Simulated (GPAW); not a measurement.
Crystal: Ru.

```
Ru
1.0
     2.70580    0.00000    0.00000
    -1.35290    2.34329    0.00000
     0.00000    0.00000    4.28190
Ru
2
Direct
  0.66667 0.33333 0.75000
  0.33333 0.66667 0.25000
```

| Quantity | Value |
| --- | --- |
| Program | GPAW 26.7.0 |
| Task | relaxation of cell and atoms |
| Functional | BLYP |
| Potentials or basis | PAW data sets generated in the run's folder for this functional |
| Cutoff | 600 eV |
| Basis | pw |
| k mesh | 8 × 8 × 5 |
| Occupations | fermi-dirac, width 0.05 eV |
| Spin | no spin polarisation |

At the start: pressure 16.3 GPa; volume 13.57 Å³/atom.

Problem. How do energy, volume and symmetry change on relaxing?

Solution. Over 7 steps the energy falls by 37.8 meV/atom and the volume is 14.32 Å³/atom (+5.5 %); space group P6_3/mmc (No. 194, to 0.05 Å).

Step by step:
```tsv
step	energy change (eV)	largest force (eV/Å)	pressure (GPa)	volume (Å³)
1	0.0000	0.0000	16.31	27.15
2	-0.0468	0.0001	9.50	27.72
3	-0.0754	0.0000	-0.08	28.65
4	-0.0754	0.0000	-0.07	28.65
5	-0.0755	0.0000	-0.05	28.65
6	-0.0755	0.0000	-0.03	28.64
7	-0.0756	0.0000	-0.01	28.64
```

Final structure:
```yaml
crystal:
  lattice:
    - [2.75708, 0.00000, 0.00000]
    - [-1.37854, 2.38770, 0.00000]
    - [0.00000, 0.00000, 4.35097]
  atoms:
    - { symbol: Ru, position: [0.66667, 0.33333, 0.75000] }
    - { symbol: Ru, position: [0.33333, 0.66667, 0.25000] }
```

Caveat: later steps reuse the first step's grids.
